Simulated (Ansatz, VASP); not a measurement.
Be2Te in VASP and in Ansatz

```xyz
6
Lattice="5.4134 0.0000 0.0000 0.0000 5.4134 0.0000 0.0000 0.0000 3.4868" Properties=species:S:1:pos:R:3 pbc="T T T"
Be    1.6565    1.6565    0.0000
Be    1.0502    4.3632    1.7434
Be    3.7569    3.7569    0.0000
Be    4.3632    1.0502    1.7434
Te    0.0000    0.0000    0.0000
Te    2.7067    2.7067    1.7434
```

Alike in both runs: task relaxation of cell and atoms; functional PBE; k mesh 4 × 4 × 6; occupations gaussian, width 0.1 eV; no spin polarisation.

|  | VASP | Ansatz |
| --- | --- | --- |
| version | VASP 6.6.1 | Ansatz 0.2.0 |
| potentials or method | VASP PAW PBE potentials, release 64 (Be, Te) | scalar-relativistic, plane waves, PAW |
| plane-wave cutoff (eV) | 600 | 420 |
| valence electrons in the cell | 20 | 40 |

Ansatz gave:

* gap on the k mesh at the Fermi level, each at its own relaxed structure (eV): none
* relaxed volume (Å³/atom): 21.41
* relaxed cell length with the largest relative difference (Å): 5.824
* energy change over the relaxation (meV/atom): -199

Which values does VASP return?

gap on the k mesh at the Fermi level, each at its own relaxed structure (eV): none; relaxed volume (Å³/atom): 21.68; relaxed cell length with the largest relative difference (Å): 5.870; energy change over the relaxation (meV/atom): -205.

A gap of «none» marks a metal or a gap that the smearing closes. The two sets of potentials don't hold the same shells in valence.

Caveats: the volume moved by over 15 % at a fixed basis, so the end points are rough (VASP). The runs have no spin-orbit coupling, so splittings on Te are missing.
